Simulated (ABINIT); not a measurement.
# GaN (F-43m) in ABINIT: a series of runs, part 2 of 2

ABINIT 10.8.3 (patched build). Earlier steps stand in the parts before.

## 4. Equation of state, PBE+D2

The input, run.abi:

```
# Datasets: one volume each
ndtset 7
getwfk -1
scalecart1 3*0.9795861087
scalecart2 3*0.9864848297
scalecart3 3*0.9932883884
scalecart4 3*1.0000000000
scalecart5 3*1.0066227096
scalecart6 3*1.0131594038
scalecart7 3*1.0196128224

# Pseudopotentials
pp_dirpath "./"
pseudos "Ga.GGA_PBE-JTH.xml, N.GGA_PBE-JTH.xml"

# Structure
acell 3.1869311219 3.1869311219 3.1869311219 Angstrom
rprim
     0.0000000000     0.7071067812     0.7071067812
     0.7071067812     0.0000000000     0.7071067812
     0.7071067812     0.7071067812     0.0000000000
ntypat 2
znucl 31 7
natom 2
typat 1 2
xred
     0.0000000000     0.0000000000     0.0000000000
     0.2500000000     0.2500000000     0.2500000000

# Plane-wave basis
ecut 25.0
pawecutdg 47.0

# k points
kptopt 1
ngkpt 10 10 10
nshiftk 1
shiftk 0.0 0.0 0.0

# Exchange and correlation
ixc 11
vdw_xc 5

# Bands and occupations
nband 13
occopt 3
tsmear 0.05 eV

# SCF cycle
nstep 100
tolvrs 1.0e-9

# Output
iomode 3
prtwf 1
prtden 0
prteig 0
prtebands 0
enunit 2
```

Potentials or basis: JTH PAW PBE v2.0.

Started as:

```console
$ abinit run.abi > log 2>&1
```

run.abo:

```text
.Version 10.8.3 of ABINIT
 DATASET    1 : space group F-4 3 m (#216); Bravais cF (face-center cubic)
================================================================================
 Values of the parameters that define the memory need for DATASET  1.
     intxc =       0    ionmov =       0      iscf =      17    lmnmax =      18
     lnmax =       6     mgfft =      30  mpssoang =       3    mqgrid =    3001
     natom =       2  nloc_mem =       2    nspden =       1   nspinor =       1
    nsppol =       1      nsym =      24    n1xccc =       1    ntypat =       2
    occopt =       3   xclevel =       2
       mpw =         891          nfft =       27000          nkpt =          47
 PAW method is used; the additional fine FFT grid is defined by:
   mgfftf=        40    nfftf =     64000
================================================================================
================================================================================
[... 71 lines left out ...]
 DATASET    7 : space group F-4 3 m (#216); Bravais cF (face-center cubic)
================================================================================
 Values of the parameters that define the memory need for DATASET  7.
     intxc =       0    ionmov =       0      iscf =      17    lmnmax =      18
     lnmax =       6     mgfft =      30  mpssoang =       3    mqgrid =    3001
     natom =       2  nloc_mem =       2    nspden =       1   nspinor =       1
    nsppol =       1      nsym =      24    n1xccc =       1    ntypat =       2
    occopt =       3   xclevel =       2
       mpw =         990          nfft =       27000          nkpt =          47
 PAW method is used; the additional fine FFT grid is defined by:
   mgfftf=        40    nfftf =     64000
================================================================================
================================================================================

--------------------------------------------------------------------------------
------------- Echo of variables that govern the present computation ------------
--------------------------------------------------------------------------------
 -outvars: echo values of preprocessed input variables --------
            acell      6.0224270025E+00  6.0224270025E+00  6.0224270025E+00 Bohr
              amu      6.97230000E+01  1.40067400E+01
             ecut      2.50000000E+01 Hartree
[... 156 lines left out ...]

   4.80804022E+02                                ecore*ucvol(ha*bohr**3)
--------------------------------------------------------------------------------

================================================================================

--- !BeginCycle
iteration_state: {dtset: 1, }
solver: {iscf: 17, nstep: 100, nline: 4, wfoptalg: 10, }
tolerances: {tolvrs: 1.00E-09, }
...
[... 1328 lines left out ...]
-Cartesian components of stress tensor (GPa)         [Pressure= -6.4187E+00 GPa]
- sigma(1 1)=  6.41874143E+00  sigma(3 2)=  0.00000000E+00
- sigma(2 2)=  6.41874143E+00  sigma(3 1)=  0.00000000E+00
- sigma(3 3)=  6.41874143E+00  sigma(2 1)=  0.00000000E+00

== END DATASET(S) ==============================================================
================================================================================

 -outvars: echo values of variables after computation  --------
            acell      6.0224270025E+00  6.0224270025E+00  6.0224270025E+00 Bohr
           etotal1    -8.9161212903E+01
           etotal2    -8.9162739577E+01
           etotal3    -8.9163777552E+01
           etotal4    -8.9164379536E+01
           etotal5    -8.9164578644E+01
           etotal6    -8.9164421103E+01
           etotal7    -8.9163933722E+01
            fcart1     5.0427797616E-31  5.0427797616E-31 -1.5128339285E-30
                      -5.0427797616E-31 -5.0427797616E-31  1.5128339285E-30
            fcart2     1.6024046124E-29 -4.4475662387E-46 -1.6024046124E-29
                      -1.6024046124E-29  4.4475662387E-46  1.6024046124E-29
            fcart3    -0.0000000000E+00 -0.0000000000E+00 -0.0000000000E+00
                      -0.0000000000E+00 -0.0000000000E+00 -0.0000000000E+00
            fcart4     2.4699185019E-31  2.4699185019E-31 -7.4097555056E-31
                      -2.4699185019E-31 -2.4699185019E-31  7.4097555056E-31
            fcart5    -2.6990354242E-30  9.0785736997E-30 -3.6805028512E-30
                       2.6990354242E-30 -9.0785736997E-30  3.6805028512E-30
[... 38 lines left out ...]
                       0.0000000000E+00  0.0000000000E+00  0.0000000000E+00
           xangst1     0.0000000000E+00  0.0000000000E+00  0.0000000000E+00
                       1.1037489455E+00  1.1037489455E+00  1.1037489455E+00
           xangst2     0.0000000000E+00  0.0000000000E+00  0.0000000000E+00
                       1.1115220815E+00  1.1115220815E+00  1.1115220815E+00
           xangst3     0.0000000000E+00  0.0000000000E+00  0.0000000000E+00
                       1.1191879933E+00  1.1191879933E+00  1.1191879933E+00
           xangst4     0.0000000000E+00  0.0000000000E+00  0.0000000000E+00
                       1.1267503038E+00  1.1267503038E+00  1.1267503038E+00
           xangst5     0.0000000000E+00  0.0000000000E+00  0.0000000000E+00
                       1.1342124438E+00  1.1342124438E+00  1.1342124438E+00
           xangst6     0.0000000000E+00  0.0000000000E+00  0.0000000000E+00
                       1.1415776660E+00  1.1415776660E+00  1.1415776660E+00
           xangst7     0.0000000000E+00  0.0000000000E+00  0.0000000000E+00
                       1.1488490574E+00  1.1488490574E+00  1.1488490574E+00
             xred      0.0000000000E+00  0.0000000000E+00  0.0000000000E+00
                       2.5000000000E-01  2.5000000000E-01  2.5000000000E-01
 Calculation completed.
```

Wall time 1.9 min (1 thread of Arm Neoverse V2, shared host); peak memory 0.14 GiB.

Results:

| Property | Result |
| --- | --- |
| Equilibrium volume | 11.68 Å³/atom |
| Bulk modulus | 175 GPa |
| Pressure derivative of the bulk modulus | 4.0 |

Energy against volume, from the lowest point:
| volume (Å³/atom) | energy (meV/atom) |
| --- | --- |
| 10.757 | 45.79 |
| 10.986 | 25.02 |
| 11.215 | 10.90 |
| 11.444 | 2.71 |
| 11.673 | 0.00 |
| 11.902 | 2.14 |
| 12.131 | 8.77 |

Caveat: the cutoff is too short for stress, so the log's stress isn't used; pressures at fixed basis lie under the slope of the energies.

## 5. Band structure, LDA-PZ

The input, run.abi:

```
ndtset 2

pp_dirpath "./"
pseudos "Ga.upf, N.upf"

acell 3*1.0 Angstrom
rprim
     0.0000000000     2.2535006075     2.2535006075
     2.2535006075     0.0000000000     2.2535006075
     2.2535006075     2.2535006075     0.0000000000
ntypat 2
znucl 31 7
natom 2
typat 1 2
xred
     0.0000000000     0.0000000000     0.0000000000
     0.2500000000     0.2500000000     0.2500000000

ecut 42.0

ixc 2

occopt 3
tsmear 0.00183747

nstep 100

iomode 3
prtwf 0
prteig 0
prtebands 0
enunit 1
prtden1 1
prtvha1 1
prtvclmb1 1
prtpot1 1
prtelf1 1

kptopt1 1
ngkpt1 10 10 10
nshiftk1 1
shiftk1 0.0 0.0 0.0
nband1 13
tolvrs1 1.0e-10

iscf2 -2
getden2 1
nband2 17
nbdbuf2 2
tolwfr2 1.0e-12
kptopt2 -9
ndivsm2 5
prteig2 1
prtvol2 -3
kptbounds2
     0.0000000000     0.0000000000     0.0000000000
     0.5000000000     0.0000000000     0.5000000000
     0.5000000000     0.2500000000     0.7500000000
     0.3750000000     0.3750000000     0.7500000000
     0.0000000000     0.0000000000     0.0000000000
     0.5000000000     0.5000000000     0.5000000000
     0.6250000000     0.2500000000     0.6250000000
     0.5000000000     0.2500000000     0.7500000000
     0.5000000000     0.5000000000     0.5000000000
     0.3750000000     0.3750000000     0.7500000000
```

Potentials or basis: PseudoDojo NC SR LDA v0.4.1 standard.

Started as:

```console
$ abinit run.abi > log 2>&1
```

Wall time 80 s (1 thread of Arm Neoverse V2, shared host); peak memory 0.11 GiB.

Results (log left out):

```yaml
Free_energy: -2361.0184 eV
Pressure: -6.6 GPa
Band_gap_on_the_k_mesh: 1.77 eV, direct
Band_gap_along_the_path: 1.77 eV, direct
Valence_electrons_inside_the_program's_atomic_spheres: Ga 10.90; N 5.19
```

Levels at the corners of the path, in eV from the valence-band top:
```
point  band 6  band 7  band 8  band 9  band 10  band 11  band 12  band 13
    Γ  -13.32    0.00    0.00    0.00     1.77    10.15    10.15    10.15
    X  -11.40   -6.21   -2.73   -2.73     3.28     6.50    11.51    13.75
    W  -11.11   -5.78   -3.74   -3.68     6.14     8.23    10.18    10.93
    K  -11.24   -5.94   -4.30   -2.19     4.91     7.72    10.89    12.67
    Γ  -13.32    0.00    0.00    0.00     1.77    10.15    10.15    10.15
    L  -11.89   -7.11   -0.98   -0.98     4.56     8.61    10.24    10.24
    U  -11.24   -5.94   -4.30   -2.19     4.91     7.72    10.89    12.67
    W  -11.11   -5.78   -3.74   -3.68     6.14     8.23    10.18    10.93
    L  -11.89   -7.11   -0.98   -0.98     4.56     8.61    10.24    10.24
    K  -11.24   -5.94   -4.30   -2.19     4.91     7.72    10.89    12.67
```

## 6. The runs side by side

| task | level | potentials or basis | cutoff (eV) | fine-grid cutoff | V0 of scaled cells (Å³/atom) | B0 (GPa) |
| --- | --- | --- | --- | --- | --- | --- |
| equation of state | PBE+D3 | JTH PAW PBE v2.0 | 680 | 1278.94 eV | 11.60 | 179 |
| equation of state | LDA-VWN | JTH PAW LDA v2.0 | 680 | 1278.94 eV | 11.06 | 203 |
| equation of state | PBE+D2 | JTH PAW PBE v2.0 | 680 | 1278.94 eV | 11.68 | 175 |
| band structure | LDA-PZ | PseudoDojo NC SR LDA v0.4.1 standard | 1143 | - | - | - |

Alike in all rows: no spin polarisation; cell as given; k mesh 10 × 10 × 10; smearing fermi-dirac 0.05 eV.

Caveats: pressures at fixed basis lie under the slope of the energies (some runs).

Absolute energies hang on the potentials; compare differences alone.

## 7. How close it comes

Step 5. Measured gap of GaN: 3.299 eV (direct; 0 K; a printed reference work, textbook). This calculation gives 1.77 eV (-1.53 eV). Spin-orbit coupling on Ga is left out. The value is that of LDA-PZ, without temperature or zero-point motion. Semilocal functionals fall short of measured gaps as a rule. The cell is a database's relaxed one, not the measured one, which moves gaps too.
